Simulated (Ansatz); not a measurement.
**LaAlO3 (R-3c, No. 167; start mp-2920; cell taken from a computed entry)**

Level of theory: r²SCAN (PAW; Ansatz, a quantum-chemistry and plane-wave program).

Run with plane-wave cutoff 560 eV, 8×8×8 k mesh, Fermi–Dirac smearing 0.01 eV, scalar-relativistic PAW data made under PBE.

Cell (relaxed with PBEsol):

```
CELL_PARAMETERS angstrom
      2.67664     1.54536     4.34955
     -2.67664     1.54536     4.34955
      0.00000    -3.09072     4.34955
ATOMIC_POSITIONS crystal
  La 0.25000 0.25000 0.25000
  La 0.75000 0.75000 0.75000
  Al 0.00000 0.00000 0.00000
  Al 0.50000 0.50000 0.50000
  O  0.78590 0.25000 0.71410
  O  0.21410 0.75000 0.28590
  O  0.71410 0.78590 0.25000
  O  0.28590 0.21410 0.75000
  O  0.25000 0.71410 0.78590
  O  0.75000 0.28590 0.21410
```

| Quantity | Value |
|---|---|
| band gap | 4.56 eV |
| smallest direct gap on the k points sampled | 4.59 eV |

Note: cell and atoms aren't relaxed at this level (largest force component 0.07 eV/Å, pressure 2.6 GPa); this cell isn't known to be the ambient phase, and symmetry holds it in the calculation.

Spin–orbit coupling is not included.

Static lattice: no zero-point or thermal effects.

A start named mp-… is a Materials Project structure, which need not be a measured phase.
